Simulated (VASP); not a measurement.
# Li in VASP: further runs, part 2 of 3

VASP 6.6.1. Earlier steps stand in the parts before.

### Step 3. Single point, PBE

This run uses another cell than the first one, of 196.53 Å³/atom, 0.987 times its volume.

Contents of INCAR:

```
SYSTEM = Li
PREC = Accurate
ENCUT = 520
EDIFF = 1E-6
ISMEAR = 0
SIGMA = 0.1
LREAL = .FALSE.
LASPH = .TRUE.
NELM = 100
ALGO = Normal
ISIF = 2
LWAVE = .FALSE.
LCHARG = .FALSE.
LDIPOL = .TRUE.
IDIPOL = 3
DIPOL = 0.5 0.5 0.294
GGA = PE
NBANDS = 8
```

Contents of KPOINTS:

```
regular mesh
0
G
  20 20 1
  0 0 0
```

Contents of POSCAR:

```
Li
1.0
    2.8736310401      0.0000000000      0.0000000000
    0.0000000000      2.8736310401      0.0000000000
    0.0000000000      0.0000000000     23.8000000000
Li
1
Direct
    0.0000000000      0.0000000000      0.2941176471
```

Potentials or basis: VASP PAW PBE potentials, release 64 (Li_sv).

Command:

```sh
> cat potpaw_PBE.64/Li_sv/POTCAR > POTCAR
> mpirun -np 1 vasp_std > vasp.out
```

OUTCAR:

```text
SYSTEM = Li
   PREC = Accurate
   ENCUT = 520
   EDIFF = 1E-6
   ISMEAR = 0
   LREAL = .FALSE.
   LASPH = .TRUE.
   NELM = 100
   ISIF = 2
   GGA = PE

 ion  position               nearest neighbor table
   1  0.000  0.000  0.294-

  LATTYP: Found a simple tetragonal cell.
 ALAT       =     2.8736310401
 C/A-ratio  =     8.2822045238

  Lattice vectors:

 A1 = (   2.8736310401,   0.0000000000,   0.0000000000)
 A2 = (   0.0000000000,   2.8736310401,   0.0000000000)
 A3 = (   0.0000000000,   0.0000000000,  23.8000000000)

Analysis of symmetry for initial positions (statically):
=====================================================================
 Subroutine PRICEL returns:
 Original cell was already a primitive cell.

 Routine SETGRP: Setting up the symmetry group for a
 simple tetragonal supercell.

 Subroutine GETGRP returns: Found 16 space group operations
 (whereof  8 operations were pure point group operations)
 out of a pool of 16 trial point group operations.

The static configuration has the point symmetry C_4v.
 The point group associated with its full space group is D_4h.

Analysis of symmetry for dynamics (positions and initial velocities):
=====================================================================
 Subroutine PRICEL returns:
 Original cell was already a primitive cell.

 Routine SETGRP: Setting up the symmetry group for a
 simple tetragonal supercell.

 Subroutine GETGRP returns: Found 16 space group operations
 (whereof  8 operations were pure point group operations)
 out of a pool of 16 trial point group operations.

The dynamic configuration has the point symmetry C_4v.
 The point group associated with its full space group is D_4h.

 Subroutine INISYM returns: Found 16 space group operations
 (whereof  8 operations are pure point group operations),
 and found     1 'primitive' translations

----------------------------------------------------------------------------------------

[... 120 lines left out ...]
   LRPA    =     F    only Hartree local field effects (RPA)
 non-spin polarized calculation
 Gauss-broadening in eV      SIGMA  =   0.10
  energy-cutoff  :      520.00
  volume of cell :      196.53
 maximum number of plane-waves:      5343
 NGX is ok and might be reduce to    24
   NGX = 11   NGY = 11   NGZ = 89

 dipolmoment           0.000000      0.000000     -0.000003 electrons x Angstroem

 number of electron       2.9999988 magnetization

 dipolmoment           0.000000      0.000000      0.000001 electrons x Angstroem

 Free energy of the ion-electron system (eV)
  ---------------------------------------------------
  ext. energy  EPLUGINS =         0.00000000
  ---------------------------------------------------
  free energy    TOTEN  =        -1.34320135 eV

  energy without entropy =       -1.33982568  energy(sigma->0) =       -1.34151351

 E-fermi :  -2.8263     XC(G=0):  -1.3931

 val. band max:       -2.8812941732   @ k =   0.4000   0.0500   0.0000
 cond. band min:      -2.8092527960   @ k =   0.3000   0.2500   0.0000
 fundamental gap:      0.0720413772
 Fermi energy:        -2.8262911189

 k-point     1 :       0.0000    0.0000    0.0000
  band No.  band energies     occupation
      1     -50.1717      2.00000
      2      -4.8895      2.00000
      3      -2.4434      0.00000
      4       0.1062      0.00000
      5       0.5702      0.00000
      6       0.6914      0.00000
      7       1.5642      0.00000
      8       1.8291      0.00000
[... 243 lines left out ...]
 k-point    24 :       0.2000    0.1000    0.0000
  band No.  band energies     occupation
      1     -50.1665      2.00000
      2      -4.2113      2.00000
      3      -1.5459      0.00000
      4       0.9676      0.00000
      5       1.4778      0.00000
      6       1.5869      0.00000
      7       2.4704      0.00000
      8       2.6836      0.00000

 [... further k-points ...]

------------------------ aborting loop because EDIFF is reached ----------------------------------------

 vacuum level on the upper side and lower side of the slab       (xc-potential included)        -0.008        -0.008

  FORCE on cell =-STRESS in cart. coord.  units (eV):
  Direction    XX          YY          ZZ          XY          YZ          ZX
  --------------------------------------------------------------------------------------
  -------------------------------------------------------------------------------------
  Total        0.0273651      0.0273651     -0.0160434      0.0000000      0.0000000     -0.0000000
  in kB        0.2230841      0.2230841     -0.1307878      0.0000000      0.0000000     -0.0000000
  external PRESSURE =       0.1051268 kB  Pullay stress =       0.0000000 kB

 VOLUME and BASIS-vectors are now :
 -----------------------------------------------------------------------------
  energy-cutoff  :      520.00
  volume of cell :      196.53
      direct lattice vectors                 reciprocal lattice vectors
     2.873631040  0.000000000  0.000000000     0.347991787  0.000000000  0.000000000
     0.000000000  2.873631040  0.000000000     0.000000000  0.347991787  0.000000000
     0.000000000  0.000000000 23.800000000     0.000000000  0.000000000  0.042016807

 POSITION                                       TOTAL-FORCE (eV/Angst)
 -----------------------------------------------------------------------------------
      0.00000      0.00000      7.00000         0.000000     -0.000000     -0.000000
 -----------------------------------------------------------------------------------
    total drift:                               -0.000000     -0.000000      0.000013

  FREE ENERGIE OF THE ION-ELECTRON SYSTEM (eV)
  ---------------------------------------------------
  free  energy   TOTEN  =        -1.3432013502 eV

  energy  without entropy=       -1.3398256770  energy(sigma->0) =       -1.34151351

 vacuum level on the upper side and lower side of the slab         0.500         0.500
```

OSZICAR:

```text
N       E                     dE             d eps       ncg     rms          rms(c)
DAV:   1     0.442881956491E+01    0.44288E+01   -0.16667E+03  1056   0.201E+02
DAV:   2     0.799544878750E+00   -0.36293E+01   -0.33075E+01  1528   0.264E+01
DAV:   3    -0.127928596291E+01   -0.20788E+01   -0.20685E+01  1896   0.207E+01
DAV:   4    -0.138455718593E+01   -0.10527E+00   -0.98240E-01  1176   0.558E+00
DAV:   5    -0.138743520279E+01   -0.28780E-02   -0.28765E-02  1632   0.934E-01    0.548E-01
DAV:   6    -0.137205244770E+01    0.15383E-01   -0.26725E-03  1528   0.175E-01    0.381E-01
DAV:   7    -0.134200620684E+01    0.30046E-01   -0.14632E-02  1456   0.295E-01    0.979E-02
DAV:   8    -0.133942076093E+01    0.25854E-02   -0.10655E-02  1520   0.199E-01    0.440E-02
DAV:   9    -0.134064833999E+01   -0.12276E-02   -0.25168E-04  1208   0.659E-02    0.298E-02
DAV:  10    -0.134216459335E+01   -0.15163E-02   -0.12069E-03  1248   0.863E-02    0.152E-02
DAV:  11    -0.134235220158E+01   -0.18761E-03   -0.47212E-05  1392   0.206E-02    0.980E-03
DAV:  12    -0.134286554124E+01   -0.51334E-03   -0.13178E-04  1136   0.257E-02    0.590E-03
DAV:  13    -0.134306373728E+01   -0.19820E-03   -0.38089E-05  1416   0.132E-02    0.414E-03
DAV:  14    -0.134317062582E+01   -0.10689E-03   -0.17585E-05  1280   0.876E-03    0.160E-03
DAV:  15    -0.134319035349E+01   -0.19728E-04   -0.10673E-06  1392   0.355E-03    0.290E-04
DAV:  16    -0.134319943408E+01   -0.90806E-05   -0.11391E-06  1328   0.161E-03    0.200E-04
DAV:  17    -0.134320129775E+01   -0.18637E-05   -0.12778E-07  1336   0.678E-04    0.576E-05
DAV:  18    -0.134320135021E+01   -0.52458E-07   -0.24962E-09  1280   0.209E-04
   1 F= -.13432014E+01 E0= -.13415135E+01  d E =-.337567E-02
```

stdout:

```text
POSCAR found type information on POSCAR Li
 POSCAR found :  1 types and       1 ions
 scaLAPACK will be used
 LDA part: xc-table for (Slater+PW92), standard interpolation
 POSCAR, INCAR and KPOINTS ok, starting setup
 FFT: planning ... GRIDC
 FFT: planning ... GRID_SOFT
 FFT: planning ... GRID
 WAVECAR not read
 entering main loop
```

Wall time 1.9 min (1 thread of Intel Xeon Platinum 8259CL at 2.50GHz (Skylake/Cascade Lake), shared host); peak memory 0.35 GiB.

What came out:

```yaml
Free_energy: -1.3432 eV
Band_gap_on_the_k_mesh: none (metal or under the smearing width)
```

Caveat: the cutoff is under 1.25 times the usual one of these potentials, so pressure, stress and relaxed cells hold a basis-set (Pulay) error.

### Step 4. Single point, PBE

This run uses another cell than the first one, of 196.53 Å³/atom, 0.987 times its volume.

Contents of INCAR:

```
  ALGO = Normal
  DIPOL = 0.5 0.5 0.294
  EDIFF = 1E-6
  ENCUT = 520
  GGA = PE
  IDIPOL = 3
  ISIF = 2
  ISMEAR = 0
  LASPH = True
  LCHARG = False
  LDIPOL = True
  LREAL = False
  LWAVE = False
  NBANDS = 8
  NELM = 100
  PREC = Accurate
  SIGMA = 0.1
```

Contents of KPOINTS:

```
k-points
0
Gamma
  8 8 1
```

POSCAR is that of step 3.

Command:

```sh
> cat potpaw_PBE.64/Li_sv/POTCAR > POTCAR
> mpirun -np 1 vasp_std > vasp.out
```

It took 39 s on 1 thread of Intel Xeon Platinum 8259CL at 2.50GHz (Skylake/Cascade Lake), shared host; peak memory 0.29 GiB.

Results (log left out):

| Property | Result |
| --- | --- |
| Free energy | -1.3348 eV |
| Band gap on the k mesh | none (metal or under the smearing width) |

Levels at points of the mesh, in eV from the Fermi level:
```tsv
k point	band 1	band 2	band 3	band 4	band 5	band 6
(0.00, 0.00, 0.00)	-47.27	-1.99	0.46	3.00	3.46	3.59
(0.50, 0.00, 0.00)	-47.26	0.47	3.05	4.43	5.53	7.34
(0.50, 0.50, 0.00)	-47.25	3.90	3.90	6.31	8.06	8.74
```

Caveat: the cutoff is under 1.25 times the usual one of these potentials, so pressure, stress and relaxed cells hold a basis-set (Pulay) error.

(Continued in part 3 of 3.)
